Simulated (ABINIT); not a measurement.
Runs of ABINIT 10.8.3 (patched build) on TiSi2. It takes space group Cmcm (No. 63, orthorhombic). The conventional cell has a = 3.530 Å, b = 13.519 Å, c = 3.565 Å, α = 90.00°, β = 90.00°, γ = 90.00°. Around Ti (site symmetry m2m) lie 10 Si at 2.58 to 2.81 Å. Si (site symmetry m2m) is surrounded by 4 Si at 2.51 Å and 4 Ti at 2.66 to 2.67 Å. Si (site symmetry m2m) is surrounded by 2 Si at 2.38 Å and 4 Ti at 2.58 Å. The cell comes from a database or a generator and needn't be the stable form of this composition.

```csv
task,level,potentials or basis,gap on the mesh (eV),pressure (GPa),V0 of scaled cells (Å³/atom),B0 (GPa),largest force (eV/Å)
equation of state,PBE,JTH PAW PBE v2.0,-,-,14.38,138,-
band structure,PBEsol,JTH PAW PBE v2.0,none,-1.9,-,-,0.20
band structure,LDA,JTH PAW LDA v2.0,none,(c),-,-,0.11
equation of state,PBEsol,JTH PAW PBE v2.0,-,-,(b),(a),-
```

Alike in all rows: no spin polarisation; cell as given; k mesh 8 × 8 × 8; cutoff (eV) 408; smearing fermi-dirac 0.05 eV.

Question: Estimate the missing entries.

Answer: (a) 149; (b) 13.99; (c) -5.1.

Caveats: pressures at fixed basis lie under the slope of the energies (some runs); the cell was scaled at fixed shape and fractional positions, which overstates the stiffness of a crystal with free parameters, most of all of layers and chains (some runs); the PAW data sets were made with another functional, which shifts forces and pressure a little (some runs).

A k mesh can miss the band edges.

A gap of «none» marks a metal or a gap under the smearing width.

Not every run made on this cell is shown here.
